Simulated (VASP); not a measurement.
# Be (Fm-3m) in VASP: a series of runs, part 2 of 2

VASP 6.6.1. Earlier steps stand in the parts before.

## Step 5: Single point, revPBE

This run uses another cell than the first one, of 9.03 Å³/atom, 1.120 times its volume.

The input, INCAR:

```
PREC = Accurate ; ENCUT = 520
EDIFF = 1E-6 ; ISMEAR = -1
SIGMA = 0.1 ; LREAL = F
LASPH = T ; NELM = 80
ALGO = Normal ; ISIF = 2
LWAVE = F ; LCHARG = F
GGA = RE ; NBANDS = 7
```

The input, KPOINTS:

```
regular mesh
0
Gamma
  19 19 19
```

The input, POSCAR:

```
Be
1.0
    0.0000000000      1.6526871627      1.6526871627
    1.6526871627      0.0000000000      1.6526871627
    1.6526871627      1.6526871627      0.0000000000
Be
1
Direct
    0.0000000000      0.0000000000      0.0000000000
```

Potentials or basis: VASP PAW PBE potentials, release 64 (Be).

Started as:

```
cat potpaw_PBE.64/Be/POTCAR > POTCAR
mpirun -np 1 vasp_std > vasp.out
```

OUTCAR:

```text
PREC = Accurate
   ENCUT = 520
   EDIFF = 1E-6
   ISMEAR = -1
   LREAL = F
   LASPH = T
   NELM = 80
   ISIF = 2
   GGA = RE

 ion  position               nearest neighbor table
   1  0.000  0.000  0.000-

  LATTYP: Found a face centered cubic cell.
 ALAT       =     3.3053743254

  Lattice vectors:

 A1 = (   0.0000000000,   1.6526871627,   1.6526871627)
 A2 = (   1.6526871627,   0.0000000000,   1.6526871627)
 A3 = (   1.6526871627,   1.6526871627,   0.0000000000)

Analysis of symmetry for initial positions (statically):
=====================================================================
 Subroutine PRICEL returns:
 Original cell was already a primitive cell.

 Routine SETGRP: Setting up the symmetry group for a
 face centered cubic supercell.

 Subroutine GETGRP returns: Found 48 space group operations
 (whereof 48 operations were pure point group operations)
 out of a pool of 48 trial point group operations.

The static configuration has the point symmetry O_h .

Analysis of symmetry for dynamics (positions and initial velocities):
=====================================================================
 Subroutine PRICEL returns:
 Original cell was already a primitive cell.

 Routine SETGRP: Setting up the symmetry group for a
 face centered cubic supercell.

 Subroutine GETGRP returns: Found 48 space group operations
 (whereof 48 operations were pure point group operations)
 out of a pool of 48 trial point group operations.

The dynamic configuration has the point symmetry O_h .

 Subroutine INISYM returns: Found 48 space group operations
 (whereof 48 operations are pure point group operations),
 and found     1 'primitive' translations

----------------------------------------------------------------------------------------

                                     Primitive cell

  volume of cell :       9.0282

  direct lattice vectors                    reciprocal lattice vectors
[... 106 lines left out ...]
  volume/ion in A,a.u.               =       9.03        60.93
  Fermi-wavevector in a.u.,A,eV,Ry     =   0.990568  1.871902 13.350369  0.981224
  Thomas-Fermi vector in A             =   2.122247
   LORBIT       =      0    0 simple, 1 ext, 2 COOP (PROOUT), +10 PAW based schemes
   GGA     = RE    functional components
   LHFCALC =     F    Hartree Fock is set to
   AEXX    =    0.0000 exact exchange contribution
   IVDW    =     0    specifies the selected vdW correction
   LEPSILON=     F    determine dielectric tensor
   LRPA    =     F    only Hartree local field effects (RPA)
 non-spin polarized calculation
  energy-cutoff  :      520.00
  volume of cell :        9.03
 maximum number of plane-waves:       262
 NGX is ok and might be reduce to    18
   NGX =  9   NGY =  9   NGZ =  9

 number of electron       2.0000000 magnetization

 Free energy of the ion-electron system (eV)
  ---------------------------------------------------
  ext. energy  EPLUGINS =         0.00000000
  ---------------------------------------------------
  free energy    TOTEN  =        -3.44227290 eV

  energy without entropy =       -3.43696572  energy(sigma->0) =       -3.43961931

 E-fermi :   6.2900     XC(G=0): -10.1833

 val. band max:        6.2722693841   @ k =  -0.3158   0.4211   0.1053
 cond. band min:       6.3117474307   @ k =  -0.4737   0.1053   0.0000
 fundamental gap:      0.0394780466
 Fermi energy:         6.2899988207

 k-point     1 :       0.0000    0.0000    0.0000
  band No.  band energies     occupation
      1      -4.6094      2.00000
      2      24.0942      0.00000
      3      24.0942      0.00000
      4      24.0942      0.00000
      5      33.1584      0.00000
      6      33.1584      0.00000
      7      33.1584      0.00000
[... 221 lines left out ...]
 k-point    24 :      -0.2632    0.0526    0.0000
  band No.  band energies     occupation
      1      -2.0534      2.00000
      2      13.3638      0.00000
      3      20.9592      0.00000
      4      22.7868      0.00000
      5      31.7206      0.00000
      6      32.6808      0.00000
      7      33.7056      0.00000

 [... further k-points ...]

------------------------ aborting loop because EDIFF is reached ----------------------------------------

  FORCE on cell =-STRESS in cart. coord.  units (eV):
  Direction    XX          YY          ZZ          XY          YZ          ZX
  --------------------------------------------------------------------------------------
  -------------------------------------------------------------------------------------
  Total       -0.6052013     -0.6052013     -0.6052013     -0.0000000     -0.0000000      0.0000000
  in kB     -107.4010351   -107.4010351   -107.4010351     -0.0000000     -0.0000000      0.0000000
  external PRESSURE =    -107.4010351 kB  Pullay stress =       0.0000000 kB

 VOLUME and BASIS-vectors are now :
 -----------------------------------------------------------------------------
  energy-cutoff  :      520.00
  volume of cell :        9.03
      direct lattice vectors                 reciprocal lattice vectors
     0.000000000  1.652687163  1.652687163    -0.302537595  0.302537595  0.302537595
     1.652687163  0.000000000  1.652687163     0.302537595 -0.302537595  0.302537595
     1.652687163  1.652687163  0.000000000     0.302537595  0.302537595 -0.302537595

 POSITION                                       TOTAL-FORCE (eV/Angst)
 -----------------------------------------------------------------------------------
      0.00000      0.00000      0.00000         0.000000     -0.000000      0.000000
 -----------------------------------------------------------------------------------
    total drift:                               -0.000000      0.000000     -0.000000

  FREE ENERGIE OF THE ION-ELECTRON SYSTEM (eV)
  ---------------------------------------------------
  free  energy   TOTEN  =        -3.4422728981 eV

  energy  without entropy=       -3.4369657200  energy(sigma->0) =       -3.43961931
```

stdout:

```text
POSCAR found type information on POSCAR Be
 POSCAR found :  1 types and       1 ions
 scaLAPACK will be used
 -----------------------------------------------------------------------------
|                                                                             |
|                                                                             |
|     You enforced a specific xc type in the INCAR file but a different       |
|     I HOPE YOU KNOW WHAT YOU ARE DOING!                                     |
|                                                                             |
 -----------------------------------------------------------------------------

 LDA part: xc-table for (Slater+PW92), standard interpolation
 POSCAR, INCAR and KPOINTS ok, starting setup
 FFT: planning ... GRIDC
 FFT: planning ... GRID_SOFT
 FFT: planning ... GRID
 WAVECAR not read
 entering main loop
```

Run time: 5.4 s. Hardware: 1 thread of Intel Xeon Platinum 8559C (Emerald Rapids), shared host; peak memory 0.12 GiB.

Results:

* Free energy: -3.4423 eV
* Pressure: -10.7 GPa
* Band gap on the k mesh: none (metal or under the smearing width)

Caveat: the PAW data sets were made with another functional, which shifts forces and pressure a little.

## Step 6: Summary

| cell | k mesh | gap on the mesh (eV) | pressure (GPa) |
| --- | --- | --- | --- |
| Fm-3m, 8.06 Å³/atom | 28 × 28 × 28 | none | 0.1 |
| Fm-3m, 8.06 Å³/atom | 19 × 19 × 19 | none | 0.0 |
| Fm-3m, 7.74 Å³/atom | 19 × 19 × 19 | none | 5.1 |
| Fm-3m, 9.03 Å³/atom | 19 × 19 × 19 | none | -10.7 |

Alike in all rows: task single point; level revPBE; potentials or basis VASP PAW PBE potentials, release 64 (Be); no spin polarisation; cutoff (eV) 520; smearing fermi-dirac 0.1 eV.

Every run on the cell as given and a fine mesh finds a metal.

Caveats: the PAW data sets were made with another functional, which shifts forces and pressure a little.

Total energies depend on the potentials used, so only differences within one code and one set of settings carry meaning.
